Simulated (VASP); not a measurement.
# SrO (Fm-3m) in VASP: notebook

Runs on SrO. Level: PBE. Tasks: relaxation of cell and atoms, relaxation of the atoms.

All numbers are computed with VASP 6.6.1; they aren't measurements. Logs are shortened: lines on timing, memory, paths and dates and some standing lists are left out, and cuts for length are marked.

## (1) The crystal as given

The structure is cubic, space group Fm-3m (No. 225). The conventional cell has a = 5.133 Å, b = 5.133 Å, c = 5.133 Å, α = 90.00°, β = 90.00°, γ = 90.00°. Sr (site symmetry m-3m) is surrounded by 6 O at 2.57 Å. Around O (site symmetry m-3m) lie 6 Sr at 2.57 Å.

## (2) Relaxation of cell and atoms, PBE

Input file INCAR:

```
SYSTEM = SrO
ALGO     = Normal         ! electronic algorithm
EDIFF    = 1E-6           ! SCF threshold, eV
EDIFFG   = -0.01          ! ionic threshold
ENCUT    = 300            ! plane-wave cutoff, eV
GGA      = PE             ! functional
IBRION   = 2              ! ionic algorithm
ISIF     = 3              ! what is computed and relaxed
ISMEAR   = 0              ! smearing method
LASPH    = .True.         ! aspherical terms in the spheres
LCHARG   = .False.        ! write CHGCAR
LREAL    = .False.        ! projectors in reciprocal space
LWAVE    = .False.        ! write WAVECAR
NELM     = 80             ! most SCF steps
NSW      = 90             ! ionic steps
PREC     = Accurate       ! precision mode
SIGMA    = 0.03           ! smearing width, eV
```

Input file KPOINTS:

```
k-points
0
Gamma
  5 5 5
  0 0 0
```

Input file POSCAR:

```
SrO
1.0
    0.0000000000      2.5663000000      2.5663000000
    2.5663000000      0.0000000000      2.5663000000
    2.5663000000      2.5663000000      0.0000000000
Sr O
1 1
Direct
    0.5000000000      0.5000000000      0.5000000000
    0.0000000000      0.0000000000      0.0000000000
```

Potentials or basis: VASP PAW PBE potentials, release 64 (Sr_sv, O_s).

Launch:

```console
cat potpaw_PBE.64/Sr_sv/POTCAR potpaw_PBE.64/O_s/POTCAR > POTCAR
mpirun -np 1 vasp_std > vasp.out
```

OUTCAR:

```text
SYSTEM = SrO
   EDIFF = 1E-6
   EDIFFG = -0.01
   ENCUT = 300
   GGA = PE
   IBRION = 2
   ISIF = 3
   ISMEAR = 0
   LASPH = .True.
   LREAL = .False.
   NELM = 80
   NSW = 90
   PREC = Accurate

 ion  position               nearest neighbor table
   1  0.500  0.500  0.500-   2 2.57   2 2.57   2 2.57   2 2.57   2 2.57   2 2.57
   2  0.000  0.000  0.000-   1 2.57   1 2.57   1 2.57   1 2.57   1 2.57   1 2.57

  LATTYP: Found a face centered cubic cell.
 ALAT       =     5.1326000000

  Lattice vectors:

 A1 = (   0.0000000000,   2.5663000000,   2.5663000000)
 A2 = (   2.5663000000,   0.0000000000,   2.5663000000)
 A3 = (   2.5663000000,   2.5663000000,   0.0000000000)

Analysis of symmetry for initial positions (statically):
=====================================================================
 Subroutine PRICEL returns:
 Original cell was already a primitive cell.

 Routine SETGRP: Setting up the symmetry group for a
 face centered cubic supercell.

 Subroutine GETGRP returns: Found 48 space group operations
 (whereof 48 operations were pure point group operations)
 out of a pool of 48 trial point group operations.

The static configuration has the point symmetry O_h .

Analysis of symmetry for dynamics (positions and initial velocities):
=====================================================================
 Subroutine PRICEL returns:
 Original cell was already a primitive cell.

 Routine SETGRP: Setting up the symmetry group for a
 face centered cubic supercell.

 Subroutine GETGRP returns: Found 48 space group operations
 (whereof 48 operations were pure point group operations)
 out of a pool of 48 trial point group operations.

The dynamic configuration has the point symmetry O_h .

 Subroutine INISYM returns: Found 48 space group operations
 (whereof 48 operations are pure point group operations),
 and found     1 'primitive' translations

----------------------------------------------------------------------------------------

                                     Primitive cell

  volume of cell :      33.8028

  direct lattice vectors                    reciprocal lattice vectors
     0.000000000  2.566300000  2.566300000    -0.194833028  0.194833028  0.194833028
     2.566300000  0.000000000  2.566300000     0.194833028 -0.194833028  0.194833028
     2.566300000  2.566300000  0.000000000     0.194833028  0.194833028 -0.194833028

  length of vectors
     3.629296265  3.629296265  3.629296265     0.337460704  0.337460704  0.337460704

  position of ions in fractional coordinates (direct lattice)
     0.500000000  0.500000000  0.500000000
     0.000000000  0.000000000  0.000000000

  ion indices of the primitive-cell ions
   primitive index   ion index
                 1           1
                 2           2

----------------------------------------------------------------------------------------

 KPOINTS: k-points

Automatic generation of k-mesh.
 Grid dimensions read from file:
 generate k-points for:    5    5    5

 Generating k-lattice:

  Cartesian coordinates                     Fractional coordinates (reciprocal lattice)
    -0.038966606  0.038966606  0.038966606     0.200000000  0.000000000  0.000000000
     0.038966606 -0.038966606  0.038966606     0.000000000  0.200000000  0.000000000
     0.038966606  0.038966606 -0.038966606     0.000000000  0.000000000  0.200000000

  Length of vectors
     0.067492141  0.067492141  0.067492141

  Shift w.r.t. Gamma in fractional coordinates (k-lattice)
     0.000000000  0.000000000  0.000000000

 Subroutine IBZKPT returns following result:
 ===========================================

 Found     10 irreducible k-points:

 Following reciprocal coordinates:
            Coordinates               Weight
  0.000000  0.000000  0.000000      1.000000
  0.200000  0.000000  0.000000      8.000000
  0.400000  0.000000  0.000000      8.000000
  0.200000  0.200000  0.000000      6.000000
  0.400000  0.200000  0.000000     24.000000
 -0.400000  0.200000  0.000000     24.000000
 -0.200000  0.200000  0.000000     12.000000
  0.400000  0.400000  0.000000      6.000000
 -0.400000  0.400000  0.000000     12.000000
 -0.400000  0.400000  0.200000     24.000000
   k-points           NKPTS =     10   k-points in BZ     NKDIM =     10   number of bands    NBANDS=     12
   number of dos      NEDOS =    301   number of ions     NIONS =      2
   total plane-waves  NPLWV =  13824
   dimension x,y,z NGX =    24 NGY =   24 NGZ =   24
   dimension x,y,z NGXF=    48 NGYF=   48 NGZF=   48
   ions per type =               1   1
   NGX,Y,Z   is equivalent  to a cutoff of  10.99, 10.99, 10.99 a.u.
   NGXF,Y,Z  is equivalent  to a cutoff of  21.99, 21.99, 21.99 a.u.
 SYSTEM =  SrO
   PREC   = accura    normal or accurate (medium, high low for compatibility)
   ISTART =      0    job   : 0-new  1-cont  2-samecut
   ICHARG =      2    charge: 1-file 2-atom 10-const
   ISPIN  =      1    spin polarized calculation?
   LNONCOLLINEAR =      F non collinear calculations
   LSORBIT =      F    spin-orbit coupling
   LASPH  =      T    aspherical Exc in radial PAW
   ENCUT  =  300.0 eV  22.05 Ry    4.70 a.u.   5.13  5.13  5.13*2*pi/ulx,y,z
   NELM   =     80;   NELMIN=  2; NELMDL= -5     # of ELM steps
   EDIFF  = 0.1E-05   stopping-criterion for ELM
   LREAL  =      F    real-space projection
   EDIFFG = -.1E-01   stopping-criterion for IOM
   NSW    =     90    number of steps for IOM
   IBRION =      2    ionic relax: 0-MD 1-quasi-New 2-CG
   NFREE  =      1    steps in history (QN), initial steepest desc. (CG)
   ISIF   =      3    stress and relaxation
   ISYM   =      2    0-nonsym 1-usesym 2-fastsym
   POTIM  = 0.5000    time-step for ionic-motion
   TEBEG  =    0.0;   TEEND  =   0.0 temperature during run
   PSTRESS=    0.0 pullay stress
   NELECT =      16.0000    total number of electrons
   NUPDOWN=      -1.0000    fix difference up-down
   EMIN   =  10.00;   EMAX   =-10.00  energy-range for DOS
   EFERMI =   0.00;   METHOD = LEGACY
   ISMEAR =     0;   SIGMA  =   0.03  broadening in eV -4-tet -1-fermi 0-gaus
   EFERMI_NEDOS =   21; number of points for ismear=-14 and -15
   IALGO  =     38    algorithm
   IMIX   =      4    mixing-type and parameters
     AMIX     =   0.40;   BMIX     =  1.00
     AMIX_MAG =   1.60;   BMIX_MAG =  1.00
  volume/ion in A,a.u.               =      16.90       114.06
  Fermi-wavevector in a.u.,A,eV,Ry     =   1.275843  2.410995 22.147245  1.627777
  Thomas-Fermi vector in A             =   2.408533
   LORBIT       =      0    0 simple, 1 ext, 2 COOP (PROOUT), +10 PAW based schemes
   GGA     = PE    functional components
   LHFCALC =     F    Hartree Fock is set to
   AEXX    =    0.0000 exact exchange contribution
   IVDW    =     0    specifies the selected vdW correction
   LEPSILON=     F    determine dielectric tensor
   LRPA    =     F    only Hartree local field effects (RPA)
 conjugate gradient relaxation of ions
 non-spin polarized calculation
 Gauss-broadening in eV      SIGMA  =   0.03
  energy-cutoff  :      300.00
  volume of cell :       33.80
 maximum number of plane-waves:       411
 NGX is ok and might be reduce to    24
   NGX = 11   NGY = 11   NGZ = 11

--------------------------------------- Ionic step        1  -------------------------------------------

 number of electron      16.0000010 magnetization

 Free energy of the ion-electron system (eV)
  ---------------------------------------------------
  ext. energy  EPLUGINS =         0.00000000
  ---------------------------------------------------
  free energy    TOTEN  =       -12.03826036 eV

  energy without entropy =      -12.03826036  energy(sigma->0) =      -12.03826036

 E-fermi :   2.1090     XC(G=0): -10.0548

 val. band max:        1.8534132039   @ k =   0.0000   0.0000   0.0000
 cond. band min:       5.3085967468   @ k =   0.4000   0.4000   0.0000
 fundamental gap:      3.4551835428
 Fermi energy:         2.1089539223

 k-point     1 :       0.0000    0.0000    0.0000
  band No.  band energies     occupation
      1     -30.5152      2.00000
      2     -13.2324      2.00000
      3     -12.1456      2.00000
      4     -12.1456      2.00000
      5     -12.1456      2.00000
      6       1.8534      2.00000
      7       1.8534      2.00000
      8       1.8534      2.00000
      9       5.8779      0.00000
     10       8.0828      0.00000
     11       8.0828      0.00000
     12       8.0828      0.00000

 k-point     2 :       0.2000    0.0000    0.0000
  band No.  band energies     occupation
      1     -30.4669      2.00000
      2     -13.9540      2.00000
      3     -12.1743      2.00000
      4     -12.1743      2.00000
      5     -11.5392      2.00000
      6       0.9043      2.00000
      7       1.4060      2.00000
      8       1.4060      2.00000
      9       7.4352      0.00000
     10       7.8751      0.00000
     11       8.8416      0.00000
     12       8.8416      0.00000
[... 176 lines left out ...]
 POSITION                                       TOTAL-FORCE (eV/Angst)
 -----------------------------------------------------------------------------------
      2.60529      2.60529      2.60529        -0.000000     -0.000000      0.000000
     -0.00000      2.60529      2.60529         0.000000      0.000000     -0.000000
 -----------------------------------------------------------------------------------
    total drift:                               -0.000000     -0.000000      0.000000

  FREE ENERGIE OF THE ION-ELECTRON SYSTEM (eV)
  ---------------------------------------------------
  free  energy   TOTEN  =       -12.0438870125 eV

  energy  without entropy=      -12.0438870125  energy(sigma->0) =      -12.04388701

--------------------------------------- Ionic step        3  -------------------------------------------

 number of electron      16.0000004 magnetization

 Free energy of the ion-electron system (eV)
  ---------------------------------------------------
  ext. energy  EPLUGINS =         0.00000000
  ---------------------------------------------------
  free energy    TOTEN  =       -12.04705605 eV

  energy without entropy =      -12.04705605  energy(sigma->0) =      -12.04705605

 E-fermi :   1.9526     XC(G=0):  -9.9217

 val. band max:        1.7160723276   @ k =   0.0000   0.0000   0.0000
 cond. band min:       5.1831860222   @ k =   0.4000   0.4000   0.0000
 fundamental gap:      3.4671136945
 Fermi energy:         1.9526428357

 k-point     1 :       0.0000    0.0000    0.0000
  band No.  band energies     occupation
      1     -30.7515      2.00000
      2     -13.3328      2.00000
      3     -12.4102      2.00000
      4     -12.4102      2.00000
      5     -12.4102      2.00000
      6       1.7161      2.00000
      7       1.7161      2.00000
      8       1.7161      2.00000
      9       5.5422      0.00000
     10       7.8836      0.00000
     11       7.8836      0.00000
     12       7.8836      0.00000

 k-point     2 :       0.2000    0.0000    0.0000
  band No.  band energies     occupation
      1     -30.7088      2.00000
      2     -14.0477      2.00000
      3     -12.4371      2.00000
      4     -12.4371      2.00000
      5     -11.7980      2.00000
      6       0.7857      2.00000
      7       1.2916      2.00000
      8       1.2916      2.00000
      9       7.0778      0.00000
     10       7.6710      0.00000
     11       8.6179      0.00000
     12       8.6179      0.00000
[... 140 lines left out ...]
 POSITION                                       TOTAL-FORCE (eV/Angst)
 -----------------------------------------------------------------------------------
      2.59050      2.59050      2.59050         0.000000      0.000000     -0.000000
      0.00000      0.00000      0.00000        -0.000000     -0.000000      0.000000
 -----------------------------------------------------------------------------------
    total drift:                                0.000000     -0.000000     -0.000000

  FREE ENERGIE OF THE ION-ELECTRON SYSTEM (eV)
  ---------------------------------------------------
  free  energy   TOTEN  =       -12.0470560458 eV

  energy  without entropy=      -12.0470560458  energy(sigma->0) =      -12.04705605

 reached required accuracy - stopping structural energy minimisation
```

Run time: 4.9 s. Hardware: 1 thread of Intel Xeon 6975P-C (Granite Rapids), shared host; peak memory 0.13 GiB.

The run converged, but some of its settings lie outside the range that counts as converged, so its numbers aren't taken as properties of the crystal.

What came out:

- Free energy: -12.0471 eV
- Relaxed volume: 17.38 Å³/atom
- Relaxed cell: a = 3.664 Å, b = 3.664 Å, c = 3.664 Å, α = 60.00°, β = 60.00°, γ = 60.00°
- Space group after relaxing (to 0.05 Å): Fm-3m (No. 225)
- Energy gained by relaxing: 4.4 meV/atom
- Ionic steps: 3
- Band gap on the k mesh: 3.47 eV, indirect (least direct gap 3.59 eV)

Caveat: the k mesh is coarse (spacing up to 0.42 Å⁻¹), so the values aren't converged; the cutoff is under 1.25 times the usual one of these potentials, so pressure, stress and relaxed cells hold a basis-set (Pulay) error; an odd mesh through Γ misses points on the zone boundary, where band edges often lie.

[end of part 1 of 3]
